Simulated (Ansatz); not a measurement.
## Cd4Te: balancing the decomposition

All numbers below come from Ansatz, DFT PBE, scalar-relativistic, plane waves, PAW. Settings: cutoff 420 eV, Γ-centred meshes spaced at most about 0.3 Å⁻¹, and about 0.25 Å⁻¹ or finer for metals (2π included), Gaussian smearing. No spin polarisation.

Energies over the elements count from the elements' standard structures at the same level, with no fitted energy shifts.

These are static total energies at zero pressure. These runs have no spin–orbit coupling, which can matter for Te. The reference form of Te is held partly by dispersion forces, which this level lacks.

A trial structure of Cd4Te (reached from: random cell; relaxed: space group Pm-3m (No. 221), a = 5.818 Å) has a formation energy of 0.373 eV/atom. At its composition the lowest mixture among the elements and 1 reference phase computed alike (others may be missing) consists of these:

```tsv
phase	source	ΔE_f (eV/atom)
Cd (solid)	element	-0.006
CdTe (F-43m)	COD	-0.464
```

The lowest database cell of Cd (-0.006) lies slightly below the reference, hence the non-zero entry.

Question: Write the balanced decomposition and find its energy per atom, per formula unit and per mole of formula units.

Answer: Balancing Cd and Te gives Cd4Te → 3 Cd + CdTe. The left side holds 5 atoms, and the products take 3/5 (Cd) and 2/5 (CdTe) of them. The mixture therefore lies at 3/5 × (-0.006) + 2/5 × (-0.464) = -0.189 eV/atom. The reaction energy is -0.189 − (0.373) = -0.562 eV/atom. Times 5 atoms that is -2.810 eV per Cd4Te, and times 96.485 it is -271 kJ per mole of Cd4Te. Decomposition is downhill, so the trial structure is unstable against this mixture.
